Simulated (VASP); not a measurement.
# SnS2 (Berndtite-2T) (P-3m1) in VASP: notebook, part 2 of 2

VASP 6.6.1.

**3. Relaxation of cell and atoms, PBE**

This run uses another cell than the first one, of 24.88 Å³/atom, 1.109 times its volume.

The input, INCAR:

```
PREC = Accurate ; ENCUT = 300
EDIFF = 1E-7 ; ISMEAR = 0
SIGMA = 0.03 ; LREAL = F
LASPH = T ; NELM = 80
ALGO = Normal ; ISIF = 3
LWAVE = F ; LCHARG = F
GGA = PE ; IBRION = 2
NSW = 90 ; EDIFFG = -0.005
```

The input, KPOINTS:

```
regular mesh
0
Gamma
  5 5 3
```

The input, POSCAR:

```
SnS2                                    
1.0
    3.7013938338      0.0000000000     -0.0000000000
   -1.8506969169      3.2055010895      0.0000000000
   -0.0000000000      0.0000000000      6.2902495934
  Sn              S             
     1     2
Direct
     0.0000000000000000    0.0000000000000000    0.0000000000000000
     0.3333333332999970    0.6666666667000030    0.2342216606891012
     0.6666666667000030    0.3333333332999970    0.7657783393108989
```

Potentials or basis: VASP PAW PBE potentials, release 64 (Sn, S).

Launch:

```sh
$ cat potpaw_PBE.64/Sn/POTCAR potpaw_PBE.64/S/POTCAR > POTCAR
$ mpirun -np 1 vasp_std > vasp.out
```

OUTCAR:

```text
PREC = Accurate
   ENCUT = 300
   EDIFF = 1E-7
   ISMEAR = 0
   LREAL = F
   LASPH = T
   NELM = 80
   ISIF = 3
   GGA = PE
   IBRION = 2
   NSW = 90
   EDIFFG = -0.005

 ion  position               nearest neighbor table
   1  0.000  0.000  0.000-   2 2.60   3 2.60   3 2.60   2 2.60   3 2.60   2 2.60
   2  0.333  0.667  0.234-   1 2.60   1 2.60   1 2.60
   3  0.667  0.333  0.766-   1 2.60   1 2.60   1 2.60

  LATTYP: Found a hexagonal cell.
 ALAT       =     3.7013938338
 C/A-ratio  =     1.6994272633

  Lattice vectors:

 A1 = (   3.7013938338,   0.0000000000,   0.0000000000)
 A2 = (  -1.8506969169,   3.2055010895,   0.0000000000)
 A3 = (   0.0000000000,   0.0000000000,   6.2902495934)

Analysis of symmetry for initial positions (statically):
=====================================================================
 Subroutine PRICEL returns:
 Original cell was already a primitive cell.

 Routine SETGRP: Setting up the symmetry group for a
 hexagonal supercell.

[... 161 lines left out ...]

  FORCE on cell =-STRESS in cart. coord.  units (eV):
  Direction    XX          YY          ZZ          XY          YZ          ZX
  --------------------------------------------------------------------------------------
  -------------------------------------------------------------------------------------
  Total        0.0511212      0.0511212      0.1716146      0.0000000      0.0000000      0.0000000
  in kB        1.0974453      1.0974453      3.6841369      0.0000000      0.0000000      0.0000000
  external PRESSURE =       1.9596759 kB  Pullay stress =       0.0000000 kB
[... 92 lines left out ...]
  FREE ENERGIE OF THE ION-ELECTRON SYSTEM (eV)
  ---------------------------------------------------
  free  energy   TOTEN  =       -13.2226227992 eV

  energy  without entropy=      -13.2226227992  energy(sigma->0) =      -13.22262280

[... ionic steps 4 to 10 ...]

--------------------------------------- Ionic step       11  -------------------------------------------

 number of electron      15.9999994 magnetization

------------------------ aborting loop because EDIFF is reached ----------------------------------------
[... 69 lines left out ...]
--------------------------------------- Ionic step       13  -------------------------------------------

 number of electron      15.9999995 magnetization

 Free energy of the ion-electron system (eV)
  ---------------------------------------------------
  ext. energy  EPLUGINS =         0.00000000
  ---------------------------------------------------
  free energy    TOTEN  =       -13.22508868 eV

  energy without entropy =      -13.22508868  energy(sigma->0) =      -13.22508868

 E-fermi :   2.4091     XC(G=0):  -8.8478

 val. band max:        2.2403112613   @ k =   0.2000   0.0000   0.0000
 cond. band min:       3.9210553951   @ k =   0.0000   0.4000   0.3333
 fundamental gap:      1.6807441338
 Fermi energy:         2.4090978096

 k-point     1 :       0.0000    0.0000    0.0000
  band No.  band energies     occupation
      1     -11.0588      2.00000
      2      -9.2582      2.00000
      3      -2.8145      2.00000
      4       1.7661      2.00000
      5       1.7661      2.00000
      6       2.0503      2.00000
      7       2.0983      2.00000
      8       2.0983      2.00000
      9       4.2430      0.00000
     10       6.0244      0.00000
     11       7.6890      0.00000
     12       7.6890      0.00000
[... 193 lines left out ...]
  FREE ENERGIE OF THE ION-ELECTRON SYSTEM (eV)
  ---------------------------------------------------
  free  energy   TOTEN  =       -13.2250886832 eV

  energy  without entropy=      -13.2250886832  energy(sigma->0) =      -13.22508868

 reached required accuracy - stopping structural energy minimisation
```

CONTCAR:

```text
SnS2
   1.00000000000000
     3.7009885817633466   -0.0000000000000000   -0.0000000000000000
    -1.8504942908816733    3.2051501309413148    0.0000000000000002
    -0.0000000000000001    0.0000000000000000    6.4820568890790753
  Sn              S
     1     2
Direct
     0.0000000000000000    0.0000000000000000    0.0000000000000000
     0.3333333332999970    0.6666666667000030    0.2274394710819639
     0.6666666667000030    0.3333333332999970    0.7725605289180362

  0.00000000E+00  0.00000000E+00  0.00000000E+00
  0.00000000E+00  0.00000000E+00  0.00000000E+00
  0.00000000E+00  0.00000000E+00  0.00000000E+00
```

It took 60 s on 1 thread of Intel Xeon Platinum 8375C at 2.90GHz (Ice Lake), shared host; peak memory 0.16 GiB.

What came out:

```yaml
Free_energy: -13.2251 eV
Relaxed_volume: 25.63 Å³/atom
Relaxed_cell: a = 3.701 Å, b = 3.701 Å, c = 6.482 Å, α = 90.00°, β = 90.00°, γ = 120.00°
Space_group_after_relaxing_to_0.05_Å: P-3m1 (No. 164)
Energy_gained_by_relaxing: 0.9 meV/atom
Ionic_steps: 13
Pressure_after_relaxing: 0.0 GPa
Band_gap_on_the_k_mesh: 1.68 eV, indirect (least direct gap 1.93 eV)
```

The path:
```
step  energy change (eV)  largest force (eV/Å)  pressure (GPa)  volume (Å³)
   1              0.0000                0.0055            0.20        74.63
   2             -0.0002                0.0546           -0.10        74.96
   3             -0.0002                0.0489           -0.06        74.92
   4             -0.0006                0.0486           -0.04        75.02
   5             -0.0013                0.0481            0.03        75.29
   6             -0.0015                0.0461            0.19        75.83
   7             -0.0016                0.0462            0.14        75.65
   8             -0.0019                0.0435            0.11        75.81
   9             -0.0024                0.0336            0.01        76.28
  10             -0.0026                0.0141           -0.16        77.23
  11             -0.0027                0.0199           -0.11        76.92
  12             -0.0027                0.0091            0.04        76.88
  13             -0.0027                0.0017            0.00        76.89
```

Final structure:
```xyz
3
Lattice="3.7010 0.0000 0.0000 -1.8505 3.2052 0.0000 0.0000 0.0000 6.4821" Properties=species:S:1:pos:R:3 pbc="T T T"
Sn    0.0000    0.0000    0.0000
S     0.0000    2.1368    1.4743
S     1.8505    1.0684    5.0078
```

Caveat: the cutoff is under 1.25 times the usual one of these potentials, so pressure, stress and relaxed cells hold a basis-set (Pulay) error; spin-orbit coupling is left out, which moves the levels of the heavy elements; an odd mesh through Γ misses points on the zone boundary, where band edges often lie; this functional lacks dispersion, which binds the layers, so the pressure and a relaxed spacing across them are unreliable. Zero-point motion and thermal expansion aren't in these numbers.
